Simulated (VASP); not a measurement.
# MgF2 (P4_2/mnm) in VASP: notebook, part 2 of 3

VASP 6.6.1.

## Step 3: Single point, PBEsol

Contents of INCAR:

```
SYSTEM = MgF2
PREC     = Accurate       ! precision mode
ENCUT    = 520            ! plane-wave cutoff, eV
EDIFF    = 1E-6           ! SCF threshold, eV
ISMEAR   = 0              ! smearing method
SIGMA    = 0.02           ! smearing width, eV
LREAL    = .False.        ! projectors in reciprocal space
LASPH    = .True.         ! aspherical terms in the spheres
NELM     = 100            ! most SCF steps
ALGO     = Fast           ! electronic algorithm
ISIF     = 2              ! what is computed and relaxed
LWAVE    = .False.        ! write WAVECAR
LCHARG   = .False.        ! write CHGCAR
GGA      = PS             ! functional
```

Contents of KPOINTS:

```
regular mesh
0
Gamma
  8 8 12
  0 0 0
```

Contents of POSCAR:

```
MgF2
1.0
    4.6238000000      0.0000000000      0.0000000000
    0.0000000000      4.6238000000      0.0000000000
    0.0000000000      0.0000000000      3.0533400000
Mg F
2 4
Direct
    0.5000000000      0.5000000000      0.5000000000
    0.0000000000      0.0000000000      0.0000000000
    0.6967800000      0.6967800000      0.0000000000
    0.8032200000      0.1967800000      0.5000000000
    0.3032200000      0.3032200000      1.0000000000
    0.1967800000      0.8032200000      0.5000000000
```

Potentials or basis: VASP PAW PBE potentials, release 64 (Mg, F).

The run is started by

```
cat potpaw_PBE.64/Mg/POTCAR potpaw_PBE.64/F/POTCAR > POTCAR
mpirun -np 1 vasp_std > vasp.out
```

OUTCAR:

```text
SYSTEM = MgF2
   PREC = Accurate
   ENCUT = 520
   EDIFF = 1E-6
   ISMEAR = 0
   LREAL = .False.
   LASPH = .True.
   NELM = 100
   ISIF = 2
   GGA = PS

 ion  position               nearest neighbor table
   1  0.500  0.500  0.500-   4 1.98   6 1.98   5 2.00   3 2.00   3 2.00   5 2.00   2 3.61   2 3.61
                             2 3.61   2 3.61   2 3.61   2 3.61   2 3.61   2 3.61
   2  0.000  0.000  0.000-   3 1.98   5 1.98   4 2.00   6 2.00   4 2.00   6 2.00   1 3.61   1 3.61
                             1 3.61   1 3.61   1 3.61   1 3.61   1 3.61   1 3.61
   3  0.697  0.697  0.000-   2 1.98   1 2.00   1 2.00
   4  0.803  0.197  0.500-   1 1.98   2 2.00   2 2.00
   5  0.303  0.303  0.000-   2 1.98   1 2.00   1 2.00
   6  0.197  0.803  0.500-   1 1.98   2 2.00   2 2.00

  LATTYP: Found a simple tetragonal cell.
 ALAT       =     4.6238000000
 C/A-ratio  =     0.6603529564

  Lattice vectors:

 A1 = (   4.6238000000,   0.0000000000,   0.0000000000)
 A2 = (   0.0000000000,   4.6238000000,   0.0000000000)
 A3 = (   0.0000000000,   0.0000000000,   3.0533400000)

Analysis of symmetry for initial positions (statically):
=====================================================================
 Subroutine PRICEL returns:
 Original cell was already a primitive cell.

 Routine SETGRP: Setting up the symmetry group for a
 simple tetragonal supercell.

 Subroutine GETGRP returns: Found 16 space group operations
 (whereof  8 operations were pure point group operations)
 out of a pool of 16 trial point group operations.

The static configuration has the point symmetry D_2h.
 The point group associated with its full space group is D_4h.

Analysis of symmetry for dynamics (positions and initial velocities):
=====================================================================
 Subroutine PRICEL returns:
 Original cell was already a primitive cell.

[... 138 lines left out ...]
  Fermi-wavevector in a.u.,A,eV,Ry     =   1.290824  2.439304 22.670394  1.666227
  Thomas-Fermi vector in A             =   2.422632
   LORBIT       =      0    0 simple, 1 ext, 2 COOP (PROOUT), +10 PAW based schemes
   GGA     = PS    functional components
   LHFCALC =     F    Hartree Fock is set to
   AEXX    =    0.0000 exact exchange contribution
   IVDW    =     0    specifies the selected vdW correction
   LEPSILON=     F    determine dielectric tensor
   LRPA    =     F    only Hartree local field effects (RPA)
 non-spin polarized calculation
 RMM-DIIS sequential band-by-band and
 Gauss-broadening in eV      SIGMA  =   0.02
  energy-cutoff  :      520.00
  volume of cell :       65.28
 maximum number of plane-waves:      1779
 NGX is ok and might be reduce to    36
   NGX = 17   NGY = 17   NGZ = 11

 number of electron      32.0000034 magnetization

 Free energy of the ion-electron system (eV)
  ---------------------------------------------------
  ext. energy  EPLUGINS =         0.00000000
  ---------------------------------------------------
  free energy    TOTEN  =       -32.59958150 eV

  energy without entropy =      -32.59958150  energy(sigma->0) =      -32.59958150

 E-fermi :  -1.2232     XC(G=0):  -9.9909

 val. band max:       -1.3024333991   @ k =   0.0000   0.0000   0.0000
 cond. band min:       5.6216399867   @ k =   0.0000   0.0000   0.0000
 fundamental gap:      6.9240733858
 Fermi energy:        -1.2231577640

 k-point     1 :       0.0000    0.0000    0.0000
  band No.  band energies     occupation
      1     -21.9525      2.00000
      2     -21.1269      2.00000
      3     -21.1269      2.00000
      4     -21.0356      2.00000
      5      -5.4336      2.00000
      6      -3.8421      2.00000
[... 541 lines left out ...]
     19      11.9173      0.00000
     20      11.9173      0.00000

 [... further k-points ...]

------------------------ aborting loop because EDIFF is reached ----------------------------------------

  FORCE on cell =-STRESS in cart. coord.  units (eV):
  Direction    XX          YY          ZZ          XY          YZ          ZX
  --------------------------------------------------------------------------------------
  -------------------------------------------------------------------------------------
  Total        0.0426448      0.0426448      0.0614624     -0.0000000      0.0000000      0.0000000
  in kB        1.0466548      1.0466548      1.5085052     -0.0000000      0.0000000      0.0000000
  external PRESSURE =       1.2006049 kB  Pullay stress =       0.0000000 kB

 VOLUME and BASIS-vectors are now :
 -----------------------------------------------------------------------------
  energy-cutoff  :      520.00
  volume of cell :       65.28
      direct lattice vectors                 reciprocal lattice vectors
     4.623800000  0.000000000  0.000000000     0.216272330  0.000000000  0.000000000
     0.000000000  4.623800000  0.000000000     0.000000000  0.216272330  0.000000000
     0.000000000  0.000000000  3.053340000     0.000000000  0.000000000  0.327510202

 POSITION                                       TOTAL-FORCE (eV/Angst)
 -----------------------------------------------------------------------------------
      2.31190      2.31190      1.52667         0.000000      0.000000      0.000000
      0.00000      0.00000      0.00000         0.000000      0.000000      0.000000
      3.22177      3.22177      0.00000         0.000123      0.000123     -0.000000
      3.71393      0.90987      1.52667        -0.000123      0.000123      0.000000
      1.40203      1.40203      0.00000        -0.000123     -0.000123      0.000000
      0.90987      3.71393      1.52667         0.000123     -0.000123      0.000000
 -----------------------------------------------------------------------------------
    total drift:                                0.000000      0.000000     -0.000000

  FREE ENERGIE OF THE ION-ELECTRON SYSTEM (eV)
  ---------------------------------------------------
  free  energy   TOTEN  =       -32.5995814972 eV

  energy  without entropy=      -32.5995814972  energy(sigma->0) =      -32.59958150
```

stdout:

```text
POSCAR found type information on POSCAR MgF
 POSCAR found :  2 types and       6 ions
 scaLAPACK will be used
 -----------------------------------------------------------------------------
|                                                                             |
|                                                                             |
|     You enforced a specific xc type in the INCAR file but a different       |
|     I HOPE YOU KNOW WHAT YOU ARE DOING!                                     |
|                                                                             |
 -----------------------------------------------------------------------------

 LDA part: xc-table for (Slater+PW92), standard interpolation
 POSCAR, INCAR and KPOINTS ok, starting setup
 FFT: planning ... GRIDC
 FFT: planning ... GRID_SOFT
 FFT: planning ... GRID
 WAVECAR not read
 entering main loop
```

Run time: 50 s. Hardware: 1 thread of Intel Xeon 6975P-C (Granite Rapids), shared host; peak memory 0.25 GiB.

Results:

```yaml
Free_energy: -32.5996 eV
Pressure: 0.1 GPa
Band_gap_on_the_k_mesh: 6.92 eV, direct
```

Caveat: the PAW data sets were made with another functional, which shifts forces and pressure a little.

## Step 4: Single point, PBEsol

INCAR: that of step 3 with these lines changed.

```diff
@@ -5,3 +5,3 @@
 ISMEAR   = 0              ! smearing method
-SIGMA    = 0.02           ! smearing width, eV
+SIGMA    = 0.5            ! smearing width, eV
 LREAL    = .False.        ! projectors in reciprocal space
```

Contents of KPOINTS:

```
regular mesh
0
Gamma
  6 6 8
  0 0 0
```

POSCAR is that of step 3.

The run is started by

```
cat potpaw_PBE.64/Mg/POTCAR potpaw_PBE.64/F/POTCAR > POTCAR
mpirun -np 1 vasp_std > vasp.out
```

It took 25 s on 1 thread of Intel Xeon 6975P-C (Granite Rapids), shared host; peak memory 0.2 GiB.

It converged, with:

```yaml
Free_energy: -32.5996 eV
Pressure: 0.1 GPa
Band_gap_on_the_k_mesh: 6.92 eV, direct
```

Levels at points of the mesh, in eV from the valence-band top:
```tsv
k point	band 14	band 15	band 16	band 17	band 18	band 19
(0.00, 0.00, 0.00)	-0.32	-0.32	0.00	6.92	12.04	12.04
(0.50, 0.00, 0.00)	-0.99	-0.38	-0.38	9.34	9.34	13.30
(0.50, 0.50, 0.00)	-0.96	-0.78	-0.78	11.06	11.06	11.12
(0.00, 0.00, 0.50)	-1.17	-0.87	-0.87	11.67	11.67	14.73
(0.50, 0.00, 0.50)	-0.74	-0.67	-0.67	12.55	12.55	13.30
(0.50, 0.50, 0.50)	-0.61	-0.49	-0.49	13.12	13.12	13.14
```

Caveat: the PAW data sets were made with another functional, which shifts forces and pressure a little. A k mesh can miss the band edges.

## Step 5: Single point, PBEsol

INCAR: that of step 4 with these lines changed.

```diff
@@ -2,6 +2,6 @@
 PREC     = Accurate       ! precision mode
-ENCUT    = 520            ! plane-wave cutoff, eV
+ENCUT    = 900            ! plane-wave cutoff, eV
 EDIFF    = 1E-6           ! SCF threshold, eV
 ISMEAR   = 0              ! smearing method
-SIGMA    = 0.5            ! smearing width, eV
+SIGMA    = 0.02           ! smearing width, eV
 LREAL    = .False.        ! projectors in reciprocal space
```

KPOINTS is that of step 4.

POSCAR is that of step 4.

Potentials or basis: VASP PAW PBE potentials, release 64 (Mg, F_h).

The run is started by

```
cat potpaw_PBE.64/Mg/POTCAR potpaw_PBE.64/F_h/POTCAR > POTCAR
mpirun -np 1 vasp_std > vasp.out
```

Run time: 66 s. Hardware: 1 thread of Intel Xeon 6975P-C (Granite Rapids), shared host; peak memory 0.33 GiB.

It converged, with:

- Free energy: -32.6326 eV
- Pressure: -0.7 GPa
- Largest force: 0.003 eV/Å
- Band gap on the k mesh: 6.93 eV, direct

Forces on the atoms (eV/Å):
```
Mg   0.000  0.000  0.000
Mg   0.000  0.000  0.000
F   -0.002 -0.002  0.000
F    0.002 -0.002  0.000
F    0.002  0.002  0.000
F   -0.002  0.002  0.000
```

Levels at points of the mesh, in eV from the valence-band top:
```csv
k point,band 14,band 15,band 16,band 17,band 18,band 19
"(0.00, 0.00, 0.00)",-0.32,-0.32,0.00,6.93,12.05,12.05
"(0.50, 0.00, 0.00)",-0.98,-0.38,-0.38,9.35,9.35,13.31
"(0.50, 0.50, 0.00)",-0.95,-0.78,-0.78,11.08,11.08,11.13
"(0.00, 0.00, 0.50)",-1.17,-0.86,-0.86,11.68,11.68,14.75
"(0.50, 0.00, 0.50)",-0.74,-0.67,-0.67,12.56,12.56,13.31
"(0.50, 0.50, 0.50)",-0.61,-0.48,-0.48,13.13,13.14,13.17
```

Caveat: the cutoff is under 1.25 times the usual one of these potentials, so pressure, stress and relaxed cells hold a basis-set (Pulay) error; the PAW data sets were made with another functional, which shifts forces and pressure a little. Expect the measured gap to be larger: semilocal functionals such as PBEsol lack the derivative discontinuity.

(Continued in part 3 of 3.)
